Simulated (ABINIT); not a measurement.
Runs of ABINIT 10.8.3 (patched build) on MoS2. The structure is hexagonal, space group P6_3/mmc (No. 194). The conventional cell has a = 3.169 Å, b = 3.169 Å, c = 12.324 Å, α = 90.00°, β = 90.00°, γ = 120.00°. Mo (site symmetry -6m2) has 6 S at 2.41 Å as nearest neighbours. S (site symmetry 3m) is surrounded by 3 Mo at 2.41 Å. 

```tsv
level	potentials or basis	cell	k mesh	gap on the mesh (eV)	pressure (GPa)	largest force (eV/Å)
PBEsol	JTH PAW PBE v2.0	as given	8 × 8 × 2	(a)	-2.7	0.28
LDA	JTH PAW LDA v2.0	as given	6 × 6 × 2	0.81	-5.6	(b)
PBE	JTH PAW PBE v2.0	atoms moved at random, drawn with an rms of 0.05 Å	10 × 10 × 3	0.91	1.3	1.50
PBE	JTH PAW PBE v2.0	as given	10 × 10 × 3	0.93	2.0	0.06
PBE	JTH PAW PBE v2.0	as given	6 × 6 × 2	0.89	2.0	0.06
```

Alike in all rows: task single point; no spin polarisation; cutoff (eV) 544; smearing fermi-dirac 0.05 eV.

**Question.** Estimate the missing entries.

**Answer.** (a) 0.94; (b) 0.47.

Caveats: this functional lacks dispersion, which binds the layers, so the pressure and a relaxed spacing across them are unreliable (some runs); an odd mesh through Γ misses points on the zone boundary, where band edges often lie (some runs); the PAW data sets were made with another functional, which shifts forces and pressure a little (some runs).

A k mesh can miss the band edges, and the runs leave out spin-orbit coupling on Mo.
